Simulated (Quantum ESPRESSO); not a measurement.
Runs of Quantum ESPRESSO 7.5 on Ru. It takes space group P6_3/mmc (No. 194, hexagonal). The conventional cell has a = 2.706 Å, b = 2.706 Å, c = 4.282 Å, α = 90.00°, β = 90.00°, γ = 120.00°. Ru (site symmetry -6m2) is surrounded by 12 Ru at 2.65 to 2.71 Å. 

```csv
task,level,potentials or basis,spin,cell,k mesh,cutoff (eV),SCF threshold,symmetry,form of the LDA correlation,most ionic steps,forc conv thr,mesh quality,gap on the mesh (eV),pressure (GPa)
band structure,PBE,PseudoDojo 0.4 FR PBE standard,"SOC, no magnetisation",as given,11 × 11 × 6,1143,4e-10 Ry,-,-,-,-,not flagged,none,5.7
band structure,LDA,PseudoDojo 0.4.1 SR LDA standard,off,as given,11 × 11 × 6,1197,4e-10 Ry,-,PW92,-,-,not flagged,none,-11.5
relaxation of cell and atoms,PBE+D3(BJ),PseudoDojo 0.4.1 SR PBE standard,off,relaxed to 0.3 kbar,11 × 11 × 6,1143,4e-10 Ry,-,-,40,0.0004 Ry/bohr,not flagged,none,0.0
band structure,PBEsol,PseudoDojo 0.4.1 SR PBEsol standard,off,as given,11 × 11 × 6,1143,4e-10 Ry,-,-,-,-,not flagged,none,-5.6
band structure,PBE,PseudoDojo 0.4.1 SR PBE standard,off,as given,11 × 11 × 6,1143,4e-10 Ry,-,-,-,-,not flagged,none,(a)
```

Alike in all rows: smearing fermi-dirac 0.05 eV.

Task: Fill in the values left out.

Result: (a) 5.1.

Caveats: pairwise dispersion overbinds metals, which lowers pressure and volume (some runs).

A k mesh can miss the band edges, and rows without SOC leave out spin-orbit coupling on Ru.

A gap of «none» marks a metal or a gap under the smearing width.
